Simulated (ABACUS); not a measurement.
# C (Fd-3m) in ABACUS: further runs

Aim: see how the results for C move with the level of theory and the settings. Levels: SCAN, RPBE. Tasks: single point, relaxation of cell and atoms.

Program: ABACUS 3.10.1. These are calculated values, not measurements. Logs are shortened: lines on timing, memory, paths and dates and some standing lists are left out, and cuts for length are marked.

### Step 1. The structure

It takes space group Fd-3m (No. 227, cubic). The conventional cell has a = 3.567 Å, b = 3.567 Å, c = 3.567 Å, α = 90.00°, β = 90.00°, γ = 90.00°. C (site symmetry -43m) is surrounded by 4 C at 1.54 Å.

This isn't the form of C at room conditions, which is graphite.

### Step 2. Single point, SCAN

run_abacus.py reads:

```python
"""ABACUS run from a structure file: ASE reads it, the script writes STRU, KPT and INPUT."""
import re
import subprocess
import spglib
from ase import Atoms
from ase.io import read
from ase.units import Bohr

atoms = read("C.cif")
cell, frac, numbers = spglib.standardize_cell((atoms.cell[:], atoms.get_scaled_positions(), atoms.numbers), to_primitive=True, symprec=1e-4)
atoms = Atoms(numbers=numbers, cell=cell, scaled_positions=frac, pbc=True)  # the primitive cell
atoms = atoms[(-atoms.numbers).argsort(kind="stable")]  # ABACUS lists atoms element by element
pseudo = {'C': 'C_ONCV_PBE-1.2.upf'}
orbital = {}
magmoms = None
kmesh = [8, 8, 8]
params = {
    'suffix': 'C',
    'calculation': 'scf',
    'basis_type': 'pw',
    'pseudo_dir': './',
    'symmetry': 1,
    'dft_functional': 'scan',
    'ecutwfc': 95,
    'pseudo_rcut': 10,
    'nspin': 1,
    'nbands': 14,
    'ks_solver': 'dav',
    'smearing_method': 'fd',
    'smearing_sigma': 0.00367493,
    'scf_thr': 1e-08,
    'scf_nmax': 100,
    'mixing_type': 'broyden',
    'mixing_beta': 0.7,
    'cal_force': 1,
    'cal_stress': 1,
    'mixing_tau': 1,
    'out_chg': 1,
    'kpar': 4,
}

symbols = atoms.get_chemical_symbols()
elements = list(dict.fromkeys(symbols))
lines = ["ATOMIC_SPECIES"] + [f"{e} {atoms.get_masses()[symbols.index(e)]:.4f} {pseudo[e]}" for e in elements]
if orbital:
    lines += ["", "NUMERICAL_ORBITAL"] + [orbital[e] for e in elements]
lines += ["", "LATTICE_CONSTANT", f"{1 / Bohr:.10f}", "", "LATTICE_VECTORS"]
lines += [" ".join(f"{x:.10f}" for x in v) for v in atoms.cell]
lines += ["", "ATOMIC_POSITIONS", "Direct"]
for e in elements:
    lines += ["", e, "0.0", str(symbols.count(e))]
    for i, p in enumerate(atoms.get_scaled_positions(wrap=False)):
        if symbols[i] == e:
            mag = "" if magmoms is None else " mag " + " ".join(str(x) for x in (magmoms[i] if isinstance(magmoms[i], list) else [magmoms[i]]))
            lines.append(" ".join(f"{x:.10f}" for x in p) + " 1 1 1" + mag)
open("STRU", "w").write("\n".join(lines) + "\n")
open("KPT", "w").write("K_POINTS\n0\nGamma\n%d %d %d 0 0 0\n" % tuple(kmesh))
open("INPUT", "w").write("INPUT_PARAMETERS\n" + "".join(f"{k:<20s}{v}\n" for k, v in params.items()))

done = subprocess.run(['mpirun', '-np', '4', 'abacus'])
if done.returncode:
    raise SystemExit(done.returncode)
log = open("OUT.C/running_scf.log").read()
print("final energy (eV):", re.findall(r"FINAL_ETOT_IS (\S+)", log))
```

C.cif reads:

```cif
data_C
_cell_length_a 3.56674000
_cell_length_b 3.56674000
_cell_length_c 3.56674000
_cell_angle_alpha 90.00000000
_cell_angle_beta 90.00000000
_cell_angle_gamma 90.00000000
_space_group_name_H-M_alt 'Fd-3m'
_space_group_name_Hall 'F 4d 2 3 -1d'
_space_group_IT_number 227
loop_
_space_group_symop_operation_xyz
'x,y,z'
'-y+1/4,x+1/4,z+1/4'
'-x,-y+1/2,z+1/2'
'y+3/4,-x+1/4,z+3/4'
'x,-y,-z'
'-y+1/4,-x+3/4,-z+3/4'
'-x,y+1/2,-z+1/2'
'y+3/4,x+3/4,-z+1/4'
'z,x,y'
'z+1/4,-y+1/4,x+1/4'
'z+1/2,-x,-y+1/2'
'z+3/4,y+3/4,-x+1/4'
'-z,x,-y'
'-z+3/4,-y+1/4,-x+3/4'
'-z+1/2,-x,y+1/2'
'-z+1/4,y+3/4,x+3/4'
'y,z,x'
'x+1/4,z+1/4,-y+1/4'
'-y+1/2,z+1/2,-x'
'-x+1/4,z+3/4,y+3/4'
'-y,-z,x'
'-x+3/4,-z+3/4,-y+1/4'
'y+1/2,-z+1/2,-x'
'x+3/4,-z+1/4,y+3/4'
'-x+1/4,-y+1/4,-z+1/4'
'y,-x,-z'
'x+1/4,y+3/4,-z+3/4'
'-y+1/2,x,-z+1/2'
'-x+1/4,y+1/4,z+1/4'
'y,x+1/2,z+1/2'
'x+1/4,-y+3/4,z+3/4'
'-y+1/2,-x+1/2,z'
'-z+1/4,-x+1/4,-y+1/4'
'-z,y,-x'
'-z+3/4,x+1/4,y+3/4'
'-z+1/2,-y+1/2,x'
'z+1/4,-x+1/4,y+1/4'
'z+1/2,y,x+1/2'
'z+3/4,x+1/4,-y+3/4'
'z,-y+1/2,-x+1/2'
'-y+1/4,-z+1/4,-x+1/4'
[... 89 lines left out ...]
'-z+1/4,x+1/4,y+1/4'
'-z,-y+1/2,x+1/2'
'z+3/4,-x+1/4,y+3/4'
'z,y,x'
'z+1/4,x+1/4,-y+1/4'
'z+1/2,-y+1/2,-x'
'-y+3/4,-z+1/4,-x+3/4'
'-x+1/2,-z,y+1/2'
'y+1/4,-z+3/4,x+3/4'
'x+1/2,-z+1/2,-y'
'y+3/4,z+1/4,-x+3/4'
'x,z+1/2,y+1/2'
'-y+1/4,z+3/4,x+3/4'
'-x,z,-y'
'x+1/2,y+1/2,z'
'-y+3/4,x+3/4,z+1/4'
'-x+1/2,-y,z+1/2'
'y+1/4,-x+3/4,z+3/4'
'x+1/2,-y+1/2,-z'
'-y+3/4,-x+1/4,-z+3/4'
'-x+1/2,y,-z+1/2'
'y+1/4,x+1/4,-z+1/4'
'z+1/2,x+1/2,y'
'z+3/4,-y+3/4,x+1/4'
'z,-x+1/2,-y+1/2'
'z+1/4,y+1/4,-x+1/4'
'-z+1/2,x+1/2,-y'
'-z+1/4,-y+3/4,-x+3/4'
'-z,-x+1/2,y+1/2'
'-z+3/4,y+1/4,x+3/4'
'y+1/2,z+1/2,x'
'x+3/4,z+3/4,-y+1/4'
'-y,z,-x'
'-x+3/4,z+1/4,y+3/4'
'-y+1/2,-z+1/2,x'
'-x+1/4,-z+1/4,-y+1/4'
'y,-z,-x'
'x+1/4,-z+3/4,y+3/4'
'-x+3/4,-y+3/4,-z+1/4'
'y+1/2,-x+1/2,-z'
'x+3/4,y+1/4,-z+3/4'
'-y,x+1/2,-z+1/2'
'-x+3/4,y+3/4,z+1/4'
'y+1/2,x,z+1/2'
'x+3/4,-y+1/4,z+3/4'
'-y,-x,z'
'-z+3/4,-x+3/4,-y+1/4'
'-z+1/2,y+1/2,-x'
'-z+1/4,x+3/4,y+3/4'
'-z,-y,x'
'z+3/4,-x+3/4,y+1/4'
'z,y+1/2,x+1/2'
'z+1/4,x+3/4,-y+3/4'
'z+1/2,-y,-x+1/2'
'-y+3/4,-z+3/4,-x+1/4'
'-x+1/2,-z+1/2,y'
'y+1/4,-z+1/4,x+1/4'
'x+1/2,-z,-y+1/2'
'y+3/4,z+3/4,-x+1/4'
'x,z,y'
'-y+1/4,z+1/4,x+1/4'
'-x,z+1/2,-y+1/2'
loop_
_atom_site_label
_atom_site_type_symbol
_atom_site_symmetry_multiplicity
_atom_site_Wyckoff_symbol
_atom_site_fract_x
_atom_site_fract_y
_atom_site_fract_z
_atom_site_occupancy
C1 C 8 a 0.2500000000 0.2500000000 0.2500000000 1
```

Potentials or basis: SG15 ONCV 1.2 PBE, plane waves.

Command:

```
OMP_NUM_THREADS=1 python run_abacus.py > log
```

running log:

```text
ABACUS v3.10.1

               Atomic-orbital Based Ab-initio Computation at UStc

 ------------------------------------------------------------------------------------

 READING GENERAL INFORMATION
                           global_out_dir = OUT.C/
                           global_in_card = INPUT
                               pseudo_dir = ./
                              orbital_dir =
                                    DSIZE = 4
                                    GSIZE = 1

 READING UNITCELL INFORMATION
                                    ntype = 1
                  lattice constant (Bohr) = 1.88973
              lattice constant (Angstrom) = 1

 READING ATOM TYPE 1
                               atom label = C
                      L=0, number of zeta = 1
                      L=1, number of zeta = 1
                      L=2, number of zeta = 1
             number of atom for this type = 2

                        TOTAL ATOM NUMBER = 2
DIRECT COORDINATES
    atom                   x                   y                   z     mag                  vx                  vy                  vz
taud_C1            0.2500000000        0.2500000000        0.2500000000  0.0000        0.0000000000        0.0000000000        0.0000000000
taud_C2            0.0000000000        0.0000000000        0.0000000000  0.0000        0.0000000000        0.0000000000        0.0000000000

                          Volume (Bohr^3) = 76.551
                             Volume (A^3) = 11.3437

 Lattice vectors: (Cartesian coordinate: in unit of a_0)
                   +0            +1.78337            +1.78337
             +1.78337                  +0            +1.78337
             +1.78337            +1.78337                  +0
 Reciprocal vectors: (Cartesian coordinate: in unit of 2 pi/a_0)
            -0.280368           +0.280368           +0.280368
            +0.280368           -0.280368           +0.280368
            +0.280368           +0.280368           -0.280368
 The esolver type has been set to : ksdft_pw

                PAO radial cut off (Bohr) = 10

 Read in pseudopotential file is C_ONCV_PBE-1.2.upf
                     pseudopotential type = NC
          exchange-correlation functional = PBE
                 nonlocal core correction = 0
                        valence electrons = 4
                                     lmax = 1
                           number of zeta = 0
                     number of projectors = 4
                           L of projector = 0
                           L of projector = 0
                           L of projector = 1
                           L of projector = 1
 XC functional updated to : scan
          exchange-correlation functional = SCAN
[... 145 lines left out ...]
        1            169           1471

 SETUP NONLOCAL PSEUDOPOTENTIALS IN PLANE WAVE BASIS
 C non-local projectors:
 projector 1 L=0
 projector 2 L=0
 projector 3 L=1
 projector 4 L=1
      TOTAL NUMBER OF NONLOCAL PROJECTORS = 16

 Init Non-Local PseudoPotential table :
 Init Non-Local-Pseudopotential done.

                                     npwx = 1243

 -------------------------------------------
 SELF-CONSISTENT
 -------------------------------------------
                                 init_chg = atomic

 PW ALGORITHM --------------- ION=   1  ELEC=   1--------------------------------

 Density error is 0.089183848525
                          Error Threshold = 0.01
----------------------------------------------------------
     Energy           Rydberg                 eV
----------------------------------------------------------
 E_KohnSham     -22.7401170293       -309.3951647851
 E_Harris       -22.1272825509       -301.0571239483
 E_Fermi        1.1502821236         15.6503911884
----------------------------------------------------------
[... 51 lines left out ...]
 Density error is 1.50932041229e-09
                          Error Threshold = 4.5440345358e-10
----------------------------------------------------------
     Energy           Rydberg                 eV
----------------------------------------------------------
 E_KohnSham     -22.7560526421       -309.6119799199
 E_KS(sigma->0) -22.7560526421       -309.6119799199
 E_Harris       -22.7560571376       -309.6120410843
 E_band         2.2642880829         30.8072198406
 E_one_elec     7.9681261681         108.4119182692
 E_Hartree      1.9435006415         26.4426827906
 E_xc           -7.0929909645        -96.5050929804
 E_Ewald        -25.5746884871       -347.9614879992
 E_entropy(-TS) 0.0000000000         0.0000000000
 E_descf        0.0000000000         0.0000000000
 E_exx          0.0000000000         0.0000000000
 E_Fermi        1.1678108049         15.8888811330
----------------------------------------------------------

 charge density convergence is achieved
 final etot is -309.61197992 eV
 EFERMI = 15.888881133 eV

 STATE ENERGY(eV) AND OCCUPATIONS    NSPIN == 1
 1/8 kpoint (Cartesian) = 0.0000 0.0000 0.0000 (1243 pws)
       1       -9.28493     0.00390625
       2        13.2655     0.00390625
       3        13.2655     0.00390625
       4        13.2655     0.00390625
       5        19.4198    8.36097e-34
       6        19.4198    8.36095e-34
       7        19.4198    8.36095e-34
       8        27.1250        0.00000
       9        33.3512        0.00000
      10        40.7459        0.00000
      11        40.7459        0.00000
      12        42.1102        0.00000
      13        42.1102        0.00000
      14        42.1102        0.00000
[... 66 lines left out ...]
       1       -8.68573      0.0234375
       2        11.4956      0.0234375
       3        11.4956      0.0234375
       4        11.8338      0.0234375
       5        18.9502    6.02375e-29
       6        21.7314    4.18928e-53
       7        21.7314    4.18928e-53
       8        27.2194        0.00000
       9        34.4206        0.00000
      10        34.8277        0.00000
      11        41.5094        0.00000
      12        43.4936        0.00000
      13        43.4936        0.00000
      14        46.5497        0.00000

[... levels at 2 further k points ...]

------------------------------------------------------------------------------------------
 TOTAL-FORCE (eV/Angstrom)
------------------------------------------------------------------------------------------
                        C1         0.0000000000         0.0000000000         0.0000000000
                        C2         0.0000000000         0.0000000000         0.0000000000
------------------------------------------------------------------------------------------

----------------------------------------------------------------
 TOTAL-STRESS (KBAR)
----------------------------------------------------------------
       -41.4904634172         0.0000000000         0.0000000000
         0.0000000000       -41.4904634172         0.0000000000
         0.0000000000         0.0000000000       -41.4904634172
----------------------------------------------------------------
 TOTAL-PRESSURE: -41.490463 KBAR

 --------------------------------------------
 !FINAL_ETOT_IS -309.6119799198555143 eV
 --------------------------------------------
```

It took 7.2 s on 4 MPI ranks of Intel Xeon Platinum 8488C (Sapphire Rapids), shared host; peak memory 0.36 GiB.

Results:

```yaml
Free_energy: -309.6120 eV
Pressure: -4.1 GPa
Band_gap_on_the_k_mesh: 4.48 eV, indirect (least direct gap 6.15 eV)
```

Caveat: the potentials were made for another functional, which shifts forces and pressure. SCAN opens gaps a little over a GGA but as a rule still falls short of measured ones.

### Step 3. Single point, RPBE

INPUT reads:

```
INPUT_PARAMETERS
suffix              C
calculation         scf
basis_type          pw
pseudo_dir          ./
symmetry            1
dft_functional      GGA_X_RPBE+GGA_C_PBE
ecutwfc             82
pseudo_rcut         10
nspin               1
nbands              14
ks_solver           dav
smearing_method     fd
smearing_sigma      0.00367493
scf_thr             1e-08
scf_nmax            100
mixing_type         broyden
mixing_beta         0.7
cal_force           1
cal_stress          1
out_chg             1
kpar                4
```

STRU reads:

```
ATOMIC_SPECIES
C 12.0110 C.upf

LATTICE_CONSTANT
4.7660140852

LATTICE_VECTORS
0.0000000000 0.7071067812 0.7071067812
0.7071067812 0.0000000000 0.7071067812
0.7071067812 0.7071067812 0.0000000000

ATOMIC_POSITIONS
Cartesian

C
0.0
2
1.0606601718 1.0606601718 1.0606601718 1 1 1
0.7071067812 0.7071067812 0.7071067812 1 1 1
```

KPT reads:

```
K_POINTS
0
Gamma
10 10 10 0 0 0
```

Potentials or basis: PseudoDojo NC SR 0.5 PBE standard, plane waves.

Command:

```
OMP_NUM_THREADS=1 mpirun -np 4 abacus > log
```

Run time: 1.6 s. Hardware: 4 MPI ranks of Intel Xeon 6975P-C (Granite Rapids), shared host; peak memory 0.2 GiB.

Results (log left out):

* Free energy: -327.7012 eV
* Pressure: 3.9 GPa
* Band gap on the k mesh: 4.30 eV, indirect (least direct gap 5.64 eV)

Levels at points of the mesh, in eV from the valence-band top:
```tsv
k point	band 2	band 3	band 4	band 5	band 6	band 7
(0.00, 0.00, 0.00)	0.00	0.00	0.00	5.64	5.64	5.64
(0.50, 0.50, 0.50)	-13.34	-2.81	-2.81	8.54	8.54	8.93
(0.50, 0.50, 0.00)	-12.76	-6.30	-6.30	4.91	4.91	16.81
```

Caveat: the potentials were made for another functional, which shifts forces and pressure. A k mesh can miss the band edges.

[end of part 1 of 2]
